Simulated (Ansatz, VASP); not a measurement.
# One calculation of NaH, two programs

```xyz
2
Lattice="2.8074 0.0000 0.0000 0.0000 2.8074 0.0000 0.0000 0.0000 3.1029" Properties=species:S:1:pos:R:3 pbc="T T T"
Na    0.0000    0.0000    0.0000
H     1.4037    1.4037    1.5514
```

Change from the starting cell: strain -0.050 along x and y, +0.050 along z, atoms carried along.

Alike in both runs: task single point; functional r2SCAN; k mesh 10 × 10 × 10; occupations gaussian, width 0.05 eV; no spin polarisation.

|  | VASP | Ansatz |
| --- | --- | --- |
| version | VASP 6.6.1 | Ansatz 0.2.0 |
| potentials or method | VASP PAW PBE potentials, release 64 (Na_pv, H) | scalar-relativistic, plane waves, PAW |
| plane-wave cutoff (eV) | 520 | 500 |
| valence electrons in the cell | 8 | 10 |

```tsv
	VASP	Ansatz	Ansatz less VASP
gap on the k mesh at the Fermi level (eV)	0.88	0.87	-0.017
least direct gap on the mesh (eV)	5.03	5.02	-0.011
pressure (GPa)	0.5	0.9	+0.41
largest component of the traceless stress (GPa)	8.38	8.50	+0.120
```

The two sets of potentials don't hold the same shells in valence.

Caveats: the PAW data sets were made with another functional, which shifts forces and pressure a little (VASP). A k mesh can miss the band edges.
